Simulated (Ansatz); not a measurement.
# Residual resistivity of an alloy: Mo(100) with 4 layers of random Mo-Os, 2x2

How strongly does chemical disorder scatter in Mo(100) with 4 layers of random Mo-Os, 2x2?

Calculated with Ansatz 0.2.0; Ansatz plane-wave DFT, PBE, PAW files; ballistic transport by layer matching (Landauer), zero bias; PAW set soft_1.

### 1. The structure

The cell holds 56 atoms: 44 Mo and 12 Os. Cell: a = 6.294 Å, b = 6.294 Å, c = 22.029 Å, α = 90.0°, β = 90.0°, γ = 90.0°. It derives from Mo. Regions: lead, 40 atoms (40 Mo); scattering region, 16 atoms (12 Os and 4 Mo). The structure is stacked along c, and the current runs across the ab planes.

### 2. With 4 alloy layers

In 4 layers a share of 0.75 of the sites is given to Os at random. The layers about the cell's end stay perfect and serve as the lead. Energies from -0.05 to 0.05 eV in steps of 0.05 eV are too few for the program's thermal sum, so it prints no conductance; for a metal the transmission near the Fermi level serves, at a fraction of the cost.

The input, input.yaml:

```yaml
crystal:
  lattice:
    - [6.294, 0.0, 0.0]
    - [0.0, 6.294, 0.0]
    - [0.0, 0.0, 22.029]
  atoms:
    - { symbol: Mo, position: [0.0, 0.0, 0.0357142857] }
    - { symbol: Mo, position: [0.0, 0.5, 0.0357142857] }
    - { symbol: Mo, position: [0.5, 0.0, 0.0357142857] }
    - { symbol: Mo, position: [0.5, 0.5, 0.0357142857] }
    - { symbol: Mo, position: [0.25, 0.25, 0.1071428571] }
    - { symbol: Mo, position: [0.25, 0.75, 0.1071428571] }
    - { symbol: Mo, position: [0.75, 0.25, 0.1071428571] }
    - { symbol: Mo, position: [0.75, 0.75, 0.1071428571] }
    - { symbol: Mo, position: [0.0, 0.0, 0.1785714286] }
    - { symbol: Mo, position: [0.0, 0.5, 0.1785714286] }
    - { symbol: Mo, position: [0.5, 0.0, 0.1785714286] }
    - { symbol: Mo, position: [0.5, 0.5, 0.1785714286] }
    - { symbol: Mo, position: [0.25, 0.25, 0.25] }
    - { symbol: Mo, position: [0.25, 0.75, 0.25] }
    - { symbol: Mo, position: [0.75, 0.25, 0.25] }
    - { symbol: Mo, position: [0.75, 0.75, 0.25] }
    - { symbol: Mo, position: [0.0, 0.0, 0.3214285714] }
    - { symbol: Mo, position: [0.0, 0.5, 0.3214285714] }
    - { symbol: Mo, position: [0.5, 0.0, 0.3214285714] }
    - { symbol: Mo, position: [0.5, 0.5, 0.3214285714] }
    - { symbol: Os, position: [0.25, 0.25, 0.3928571429] }
    - { symbol: Mo, position: [0.25, 0.75, 0.3928571429] }
    - { symbol: Os, position: [0.75, 0.25, 0.3928571429] }
    - { symbol: Os, position: [0.75, 0.75, 0.3928571429] }
    - { symbol: Os, position: [0.0, 0.0, 0.4642857143] }
    - { symbol: Mo, position: [0.0, 0.5, 0.4642857143] }
    - { symbol: Os, position: [0.5, 0.0, 0.4642857143] }
    - { symbol: Os, position: [0.5, 0.5, 0.4642857143] }
    - { symbol: Os, position: [0.25, 0.25, 0.5357142857] }
    - { symbol: Os, position: [0.25, 0.75, 0.5357142857] }
    - { symbol: Mo, position: [0.75, 0.25, 0.5357142857] }
    - { symbol: Os, position: [0.75, 0.75, 0.5357142857] }
    - { symbol: Os, position: [0.0, 0.0, 0.6071428571] }
    - { symbol: Os, position: [0.0, 0.5, 0.6071428571] }
    - { symbol: Mo, position: [0.5, 0.0, 0.6071428571] }
    - { symbol: Os, position: [0.5, 0.5, 0.6071428571] }
    - { symbol: Mo, position: [0.25, 0.25, 0.6785714286] }
    - { symbol: Mo, position: [0.25, 0.75, 0.6785714286] }
    - { symbol: Mo, position: [0.75, 0.25, 0.6785714286] }
    - { symbol: Mo, position: [0.75, 0.75, 0.6785714286] }
    - { symbol: Mo, position: [0.0, 0.0, 0.75] }
    - { symbol: Mo, position: [0.0, 0.5, 0.75] }
    - { symbol: Mo, position: [0.5, 0.0, 0.75] }
    - { symbol: Mo, position: [0.5, 0.5, 0.75] }
    - { symbol: Mo, position: [0.25, 0.25, 0.8214285714] }
    - { symbol: Mo, position: [0.25, 0.75, 0.8214285714] }
    - { symbol: Mo, position: [0.75, 0.25, 0.8214285714] }
    - { symbol: Mo, position: [0.75, 0.75, 0.8214285714] }
    - { symbol: Mo, position: [0.0, 0.0, 0.8928571429] }
    - { symbol: Mo, position: [0.0, 0.5, 0.8928571429] }
    - { symbol: Mo, position: [0.5, 0.0, 0.8928571429] }
    - { symbol: Mo, position: [0.5, 0.5, 0.8928571429] }
    - { symbol: Mo, position: [0.25, 0.25, 0.9642857143] }
    - { symbol: Mo, position: [0.25, 0.75, 0.9642857143] }
    - { symbol: Mo, position: [0.75, 0.25, 0.9642857143] }
    - { symbol: Mo, position: [0.75, 0.75, 0.9642857143] }
kpoints:
  mp_grid: { grid: [4, 4, 1] }
hamiltonian:
  xc: pbe
  pseudopotentials: { kind: paw, azcp: { folder: soft_1 } }
scf:
  occupations: { method: fermi_dirac, width: 0.1 }
output:
  transmission: { leads: [[0, 4]], kmesh: [8, 8], e_range: [-0.05, 0.05], de: 0.05 }
  write_potential: true
  write_density: true
  volumetric_format: npy
```

The run is started by

```
ansatz run input.yaml --threads 4 --pin off --max-ram 15360MiB --backend cpu --events-out ev --progress --plain --runs-dir out
```

Numbers of over 12 decimals in the logs are rounded to 6 here.

Output:

```text
Engine: ansatz 0.2.0, x86_64-unknown-linux-gnu
Pseudopotentials: kind: paw
Pseudopotential: Mo, paw, valence charge 14, recommended cutoff 420 eV (normal), soft_1/Mo.paw.azcp
Pseudopotential: Os, paw, valence charge 16, recommended cutoff 420 eV (normal), soft_1/Os.paw.azcp
Functional definition: PBE
  parameter kappa = 0.804
  parameter beta = 0.066725
  exchange = pbe_x(kappa = kappa, mu = beta*pi^2/3)
  correlation = pbe_c(beta = beta)
Crystal: 56 atoms, lattice volume = 872.666 Å³
Basis set: ecut = 420 eV, 17109 PW (Γ)
Bands: 485, of which v1, the nominal top of the filled ones, is band 404 counted from 1 (403 counted from 0)
Symmetry: 4 space group operations
Space group: C2/m (ITA 12), of the structure as read, at distance tolerance 9.6e-5 Å
k-points: 7 of 16
Non-local potential: Mo, projectors of the file, l = 0: 3, l = 1: 2, l = 2: 2, l = 3: 1
Non-local potential: Os, projectors of the file, l = 0: 3, l = 1: 2, l = 2: 2, l = 3: 1
PAW form: soft (Blöchl's): semilocal exchange-correlation on the pseudo side does not see the compensation charge
PAW one-centre angular grid: Mo, 590 points (default); XC on 64 Gauss nodes
PAW one-centre angular grid: Os, 590 points (default); XC on 64 Gauss nodes
Initial density: superposition of atomic densities (chi_scale 0.1, normalization cell, long waves 12 % of neutral atoms (reshape's long-wave potential 1.12 eV rms, cloud 2.98 Å wide))
Initial wavefunctions: pseudopotential atomic-orbital guess
Functional: x = pbe(κ = 0.804, μ = 0.219515), c = pbe(β = 0.066725)
SCF iter   1: F=—  HF=-354751.578124 eV  |F-HF|=—  |Δ(HF+E_count)|=         —  Δρ=1.26e-1  dr2=4.02e3  ethr=3.10e-3  ⟨swp⟩=4.9  Hψ=10619  notcnv=0
preconditioner: auto → Kerker (q_TF=auto, 2.694 Å⁻¹)  [metal: Δε(μ)=0.007 eV  Ē_g=4.749 eV  σ=0.100 eV  W_gap=0.02  n_scr=294 (ndim 8)  ℏωp=23.8 eV  f_vac=0.000  D(μ)=47.65/eV (n_scr^D=434)]
SCF iter   2: F=—  HF=-354708.720067 eV  |F-HF|=—  |Δ(HF+E_count)|=    4.29e1  Δρ=7.08e-2  dr2=1.49e3  ethr=3.10e-3  ⟨swp⟩=2.0  Hψ=6031  notcnv=0
SCF iter   3: F=—  HF=-354690.419207 eV  |F-HF|=—  |Δ(HF+E_count)|=    1.83e1  Δρ=2.46e-2  dr2=2.01e1  ethr=3.10e-3  ⟨swp⟩=4.1  Hψ=10579  notcnv=0
SCF iter   4: F=—  HF=-354689.338721 eV  |F-HF|=—  |Δ(HF+E_count)|=    1.08e0  Δρ=8.96e-3  dr2=2.09e1  ethr=2.48e-3  ⟨swp⟩=2.6  Hψ=6420  notcnv=0
SCF iter   5: F=—  HF=-354689.170321 eV  |F-HF|=—  |Δ(HF+E_count)|=   1.68e-1  Δρ=3.94e-3  dr2=4.26e0  ethr=2.48e-3  ⟨swp⟩=1.1  Hψ=3471  notcnv=0
SCF iter   6: F=—  HF=-354689.126043 eV  |F-HF|=—  |Δ(HF+E_count)|=   4.43e-2  Δρ=7.87e-4  dr2=1.69e-1  ethr=5.27e-4  ⟨swp⟩=1.0  Hψ=3395  notcnv=0
SCF iter   7: F=—  HF=-354689.124577 eV  |F-HF|=—  |Δ(HF+E_count)|=   1.47e-3  Δρ=6.81e-5  dr2=9.40e-4  ethr=2.09e-5  ⟨swp⟩=1.0  Hψ=3395  notcnv=0
SCF iter   8: F=—  HF=-354689.124580 eV  |F-HF|=—  |Δ(HF+E_count)|=   3.31e-6  Δρ=1.53e-5  dr2=1.50e-5  ethr=1.16e-7  ⟨swp⟩=2.0  Hψ=3530  notcnv=0
SCF iter   9: F=—  HF=-354689.123771 eV  |F-HF|=—  |Δ(HF+E_count)|=   8.09e-4  Δρ=3.29e-6  dr2=2.55e-7  ethr=1.86e-9  ⟨swp⟩=2.0  Hψ=4096  notcnv=0
SCF iter  10: F=-354689.123771 eV  HF=-354689.123771 eV  |F-HF|=7.33e-9  |Δ(HF+E_count)|=   6.69e-9  Δρ=5.82e-7  dr2=8.57e-9  ethr=1.24e-11  ⟨swp⟩=7.1  Hψ=8822  notcnv=0
SCF 1 converged in 10 iterations: F = -354689.123771 eV  dr2 = 8.57e-9
  greatest PAW one-centre occupation: 1.000 electrons in one spin orbital (limit 2), on the Os atom at site 35 (counted from 0), in its partial waves of l = 0
transmission: 94 of 924 steps passed
transmission: 185 of 924 steps passed
[...]
transmission: 924 of 924 steps passed
SCF converged after 10 iterations
Free energy (F): -354689.123771 eV
Harris-Foulkes:  -354689.123771 eV  (|F-HF|=7.33e-9)
Internal energy: -354687.341729 eV  (E = F + TS)
E sigma→0 (E₀):  -354688.232750 eV
Entropy (-TS):   -1.782042 eV (-31.822 meV/atom)
Fermi energy:    21.588497 eV
--- Per-component energies (eV) ---
  E_band       = -3727.773282
  E_kinetic    = 24450.763848
  E_local      = -48631.998026  (includes V_loc(G=0)·N_el)
  E_nonlocal   = 8873.048628
  E_hartree    = 17106.003031
  E_xc         = -10551.001099
  E_vxc        = -12609.274224  (∫ρ·V_xc dr)
  E_paw        = -249883.240636  (= ΣΔE_a)
  E_vpaw       = -10022.327261  (= ΣTr[D̂ρ^β])
  E_aug_tail   = 0.007567  (compensation charges beyond the density's cutoff)
  E_ewald      = -96050.925043
  E_smearing   = -1.782042  (= −TS)
  E_closure    = -0.000000  (closes the sum)
  Σ components = -354689.123771   (vs F -354689.123771, Δ=0.00e0)
--- Band table (eV; the first three rows and the last of 7) ---
  k-point 0: bands = [... 400 lower, 21.7705, 21.8084, 21.8203, 21.8484, 21.8783, 21.8784, 21.8850, 21.9129, ... 77 higher]
  k-point 1: bands = [... 400 lower, 21.4817, 21.4842, 21.4873, 21.5029, 21.5162, 21.5316, 21.5548, 21.5849, ... 77 higher]
  k-point 2: bands = [... 400 lower, 21.3856, 21.5054, 21.5102, 21.5362, 21.5406, 21.6208, 21.6319, 21.6554, ... 77 higher]
  k-point 6: bands = [... 400 lower, 21.5678, 21.5816, 21.6187, 21.6511, 21.7135, 21.8295, 21.8720, 21.9202, ... 77 higher]
--- Transmission ---
  basis      : 349 plane waves across, 44 finite elements along
  points     : 21, standing for a mesh of 8 x 8
  energies   : 3 from -0.050000 to 0.050000 eV about the Fermi level, 0.050000 eV apart; the leads are filled to 0.000000 eV, and channels, transmission and decay are at 0.000000 eV
  crystal 0  : Mo4, at the sites [0, 4], period 1.5735 Å, over 15.73 Å; its Hamiltonian steps by up to 13.6 meV
    offset         : up to 0.0000 Å between an atom of the period and one for which it stands
    channels       : 6.593750e0 a spin
    conductance    : none, the energies end too early or step too widely for 300 K: set another output.transmission.e_range or a lower de, or, where they end at an eighth of basis.ecutwfc, a higher one
    slowest decay  : 0.0459 /Å at (0.5000, 0.3750)
  junction   : crystal 0 to crystal 0, 0.70 to 21.15 Å
    transmission   : 3.534622e0 a spin
    conductance    : none, the energies end too early or step too widely for 300 K: set another output.transmission.e_range or a lower de, or, where they end at an eighth of basis.ecutwfc, a higher one
```

Run time: 3.9 min. Hardware: 4 threads of Intel Xeon Platinum 8488C (Sapphire Rapids), shared host; peak memory 7.9 GiB; 15 min of CPU time.

In the SCF lines HF is the Harris–Foulkes energy and dr2 the Hartree energy of the density residual, in eV; the loop may stop once dr2 is under the threshold and the program's other checks hold. Hψ counts applications of the Hamiltonian.

Numbers from this step:

- free energy: -354689.1238 eV
- energy at zero smearing: -354688.2328 eV
- Fermi energy: 21.59 eV
- cell area: 39.61 Å²
- transmission per spin nearest the Fermi level: 3.535
- open channels per spin nearest the Fermi level: 6.594
- step of the lead's potential: 13.6 meV

Per spin. Table of transmission, zone mean by energy, zero at the Fermi level:

```tsv
energy (eV)	transmission, zone mean
-0.0500	3.60
0.0000	3.53
0.0500	3.60
```

Per spin. Open channels, zone mean, lead against energy, zero at the Fermi level:

```tsv
energy (eV)	open channels, zone mean, lead
-0.0500	6.53
0.0000	6.59
0.0500	6.78
```

Transmission over k1 and k2. At 0.0000 eV from the Fermi level.

Values, 8 rows by 8 columns:
```
0.00 0.28 0.95 3.24 3.99 3.29 1.48 0.74
1.68 0.95 2.63 4.64 6.70 5.11 2.95 1.48
2.80 3.24 4.64 7.22 8.26 7.20 5.11 3.29
2.98 3.99 6.70 8.26 9.70 8.26 6.70 3.99
2.80 3.29 5.11 7.20 8.26 7.22 4.64 3.24
1.68 1.48 2.95 5.11 6.70 4.64 2.63 0.95
0.00 0.74 1.48 3.29 3.99 3.24 0.95 0.28
0.00 0.00 1.68 2.80 2.98 2.80 1.68 0.00
```
Columns: k1 (b1) from -0.5 to 0.375; rows upwards: k2 (b2) from -0.5 to 0.375.

Open channels over k1 and k2. At 0.0000 eV from the Fermi level.

Ten even steps from '_' (0.0) to '@' (15.0):
```
____..--==--..__
::..--##@@##--..
::--##@@@@@@##--
::==@@@@@@@@@@==
::--##@@@@@@##--
::..--##@@##--..
____..--==--..__
____::::::::::__
```
Columns: k1 (b1) from -0.5 to 0.375; rows upwards: k2 (b2) from -0.5 to 0.375.

Over the solved energies the transmission per spin lies between 3.53 and 3.60, out of 6.64 channels of the lead on average (up to 6.78).

### 3. With 8 alloy layers

In 8 layers a share of 0.75 of the sites is given to Os at random. A fresh draw is used; the growth of the resistance with length is what counts.

System of this step: Mo(100) with 8 layers of random Mo-Os, 2x2. The cell holds 72 atoms: 48 Mo and 24 Os. Cell: a = 6.294 Å, b = 6.294 Å, c = 28.323 Å, α = 90.0°, β = 90.0°, γ = 90.0°. It derives from Mo. Regions: lead, 40 atoms (40 Mo); scattering region, 32 atoms (8 Mo and 24 Os). The structure is stacked along c, and the current runs across the ab planes.

The input, input.yaml:

```yaml
crystal:
  lattice:
    - [6.294, 0.0, 0.0]
    - [0.0, 6.294, 0.0]
    - [0.0, 0.0, 28.323]
  atoms:
    - { symbol: Mo, position: [0.0, 0.0, 0.0277777778] }
    - { symbol: Mo, position: [0.0, 0.5, 0.0277777778] }
    - { symbol: Mo, position: [0.5, 0.0, 0.0277777778] }
    - { symbol: Mo, position: [0.5, 0.5, 0.0277777778] }
    - { symbol: Mo, position: [0.25, 0.25, 0.0833333333] }
    - { symbol: Mo, position: [0.25, 0.75, 0.0833333333] }
    - { symbol: Mo, position: [0.75, 0.25, 0.0833333333] }
    - { symbol: Mo, position: [0.75, 0.75, 0.0833333333] }
    - { symbol: Mo, position: [0.0, 0.0, 0.1388888889] }
    - { symbol: Mo, position: [0.0, 0.5, 0.1388888889] }
    - { symbol: Mo, position: [0.5, 0.0, 0.1388888889] }
    - { symbol: Mo, position: [0.5, 0.5, 0.1388888889] }
    - { symbol: Mo, position: [0.25, 0.25, 0.1944444444] }
    - { symbol: Mo, position: [0.25, 0.75, 0.1944444444] }
    - { symbol: Mo, position: [0.75, 0.25, 0.1944444444] }
    - { symbol: Mo, position: [0.75, 0.75, 0.1944444444] }
    - { symbol: Mo, position: [0.0, 0.0, 0.25] }
    - { symbol: Mo, position: [0.0, 0.5, 0.25] }
    - { symbol: Mo, position: [0.5, 0.0, 0.25] }
    - { symbol: Mo, position: [0.5, 0.5, 0.25] }
    - { symbol: Mo, position: [0.25, 0.25, 0.3055555556] }
    - { symbol: Os, position: [0.25, 0.75, 0.3055555556] }
    - { symbol: Os, position: [0.75, 0.25, 0.3055555556] }
    - { symbol: Os, position: [0.75, 0.75, 0.3055555556] }
    - { symbol: Os, position: [0.0, 0.0, 0.3611111111] }
    - { symbol: Os, position: [0.0, 0.5, 0.3611111111] }
    - { symbol: Os, position: [0.5, 0.0, 0.3611111111] }
    - { symbol: Mo, position: [0.5, 0.5, 0.3611111111] }
    - { symbol: Os, position: [0.25, 0.25, 0.4166666667] }
    - { symbol: Os, position: [0.25, 0.75, 0.4166666667] }
    - { symbol: Os, position: [0.75, 0.25, 0.4166666667] }
    - { symbol: Mo, position: [0.75, 0.75, 0.4166666667] }
    - { symbol: Os, position: [0.0, 0.0, 0.4722222222] }
    - { symbol: Os, position: [0.0, 0.5, 0.4722222222] }
    - { symbol: Mo, position: [0.5, 0.0, 0.4722222222] }
    - { symbol: Os, position: [0.5, 0.5, 0.4722222222] }
    - { symbol: Os, position: [0.25, 0.25, 0.5277777778] }
    - { symbol: Os, position: [0.25, 0.75, 0.5277777778] }
    - { symbol: Os, position: [0.75, 0.25, 0.5277777778] }
    - { symbol: Os, position: [0.75, 0.75, 0.5277777778] }
    - { symbol: Mo, position: [0.0, 0.0, 0.5833333333] }
    - { symbol: Os, position: [0.0, 0.5, 0.5833333333] }
    - { symbol: Mo, position: [0.5, 0.0, 0.5833333333] }
    - { symbol: Os, position: [0.5, 0.5, 0.5833333333] }
    - { symbol: Os, position: [0.25, 0.25, 0.6388888889] }
    - { symbol: Os, position: [0.25, 0.75, 0.6388888889] }
    - { symbol: Os, position: [0.75, 0.25, 0.6388888889] }
    - { symbol: Os, position: [0.75, 0.75, 0.6388888889] }
    - { symbol: Os, position: [0.0, 0.0, 0.6944444444] }
    - { symbol: Os, position: [0.0, 0.5, 0.6944444444] }
    - { symbol: Mo, position: [0.5, 0.0, 0.6944444444] }
    - { symbol: Mo, position: [0.5, 0.5, 0.6944444444] }
    - { symbol: Mo, position: [0.25, 0.25, 0.75] }
    - { symbol: Mo, position: [0.25, 0.75, 0.75] }
    - { symbol: Mo, position: [0.75, 0.25, 0.75] }
    - { symbol: Mo, position: [0.75, 0.75, 0.75] }
    - { symbol: Mo, position: [0.0, 0.0, 0.8055555556] }
    - { symbol: Mo, position: [0.0, 0.5, 0.8055555556] }
    - { symbol: Mo, position: [0.5, 0.0, 0.8055555556] }
    - { symbol: Mo, position: [0.5, 0.5, 0.8055555556] }
    - { symbol: Mo, position: [0.25, 0.25, 0.8611111111] }
    - { symbol: Mo, position: [0.25, 0.75, 0.8611111111] }
    - { symbol: Mo, position: [0.75, 0.25, 0.8611111111] }
    - { symbol: Mo, position: [0.75, 0.75, 0.8611111111] }
    - { symbol: Mo, position: [0.0, 0.0, 0.9166666667] }
    - { symbol: Mo, position: [0.0, 0.5, 0.9166666667] }
    - { symbol: Mo, position: [0.5, 0.0, 0.9166666667] }
    - { symbol: Mo, position: [0.5, 0.5, 0.9166666667] }
    - { symbol: Mo, position: [0.25, 0.25, 0.9722222222] }
    - { symbol: Mo, position: [0.25, 0.75, 0.9722222222] }
    - { symbol: Mo, position: [0.75, 0.25, 0.9722222222] }
    - { symbol: Mo, position: [0.75, 0.75, 0.9722222222] }
kpoints:
  mp_grid: { grid: [4, 4, 1] }
hamiltonian:
  xc: pbe
  pseudopotentials: { kind: paw, azcp: { folder: soft_1 } }
scf:
  occupations: { method: fermi_dirac, width: 0.1 }
output:
  transmission: { leads: [[0, 4]], kmesh: [8, 8], e_range: [-0.05, 0.05], de: 0.05 }
  write_potential: true
  write_density: true
  volumetric_format: npy
```

Output:

```text
[...]
Crystal: 72 atoms, lattice volume = 1122.000 Å³
Basis set: ecut = 420 eV, 21955 PW (Γ)
Bands: 634, of which v1, the nominal top of the filled ones, is band 528 counted from 1 (527 counted from 0)
Symmetry: 1 space group operations
[...]
k-points: 10 of 16 (time reversal used)
[...]
SCF iter   1: F=—  HF=-511173.056898 eV  |F-HF|=—  |Δ(HF+E_count)|=         —  Δρ=9.99e-2  dr2=1.93e2  ethr=3.10e-3  ⟨swp⟩=5.0  Hψ=18987  notcnv=0
[...]
SCF iter  10: F=-511134.436619 eV  HF=-511134.436619 eV  |F-HF|=2.50e-9  |Δ(HF+E_count)|=   1.01e-8  Δρ=2.65e-7  dr2=2.77e-9  ethr=9.47e-12  ⟨swp⟩=6.9  Hψ=13751  notcnv=0
SCF 1 converged in 10 iterations: F = -511134.436619 eV  dr2 = 2.77e-9
[...]
transmission: 192 of 1904 steps passed
transmission: 381 of 1904 steps passed
[...]
transmission: 1904 of 1904 steps passed
SCF converged after 10 iterations
Free energy (F): -511134.436619 eV
[...]
Internal energy: -511131.686761 eV  (E = F + TS)
E sigma→0 (E₀):  -511133.061690 eV
Entropy (-TS):   -2.749858 eV (-38.192 meV/atom)
Fermi energy:    21.832848 eV
[...]
--- Band table (eV; the first three rows and the last of 10) ---
  k-point 0: bands = [... 524 lower, 21.8891, 21.9247, 21.9505, 21.9847, 21.9936, 22.0119, 22.0465, 22.0566, ... 102 higher]
  k-point 1: bands = [... 524 lower, 21.7683, 21.7790, 21.7866, 21.8005, 21.8108, 21.8263, 21.8361, 21.8528, ... 102 higher]
  k-point 2: bands = [... 524 lower, 21.6819, 21.7534, 21.7763, 21.7960, 21.8159, 21.8457, 21.8580, 21.8680, ... 102 higher]
  k-point 9: bands = [... 524 lower, 21.8818, 21.9070, 21.9278, 21.9353, 21.9750, 21.9757, 22.0030, 22.0141, ... 102 higher]
--- Transmission ---
  basis      : 349 plane waves across, 56 finite elements along
  points     : 34, standing for a mesh of 8 x 8
[...]
channels       : 6.593750e0 a spin
[...]
slowest decay  : 0.0484 /Å at (0.5000, 0.3750)
  junction   : crystal 0 to crystal 0, 0.70 to 27.45 Å
    transmission   : 2.904303e0 a spin
[...]
```

It took 10 min on 4 threads; peak memory 8.2 GiB.

Numbers from this step:

| Quantity | Value |
| --- | --- |
| free energy | -511134.4366 eV |
| energy at zero smearing | -511133.0617 eV |
| Fermi energy | 21.83 eV |
| transmission per spin nearest the Fermi level | 2.904 |
| step of the lead's potential | 9 meV |

Per spin. The transmission, zone mean by energy, zero at the Fermi level:

```tsv
energy (eV)	transmission, zone mean
-0.0500	2.99
0.0000	2.90
0.0500	2.90
```

Over the solved energies the transmission per spin lies between 2.90 and 2.99, out of 6.68 channels of the lead on average (up to 6.84).

(Continued in part 2 of 2.)

[Logs are printed without paths, hosts, clocks, repeated set-up lines and the standing remarks that a program may print on its own settings, such as how far it seeks lower states.]

[Hosts, paths, dates, database ids (printed as entryN), source tags and the programs' standing remarks are cut or masked in the printed files.]
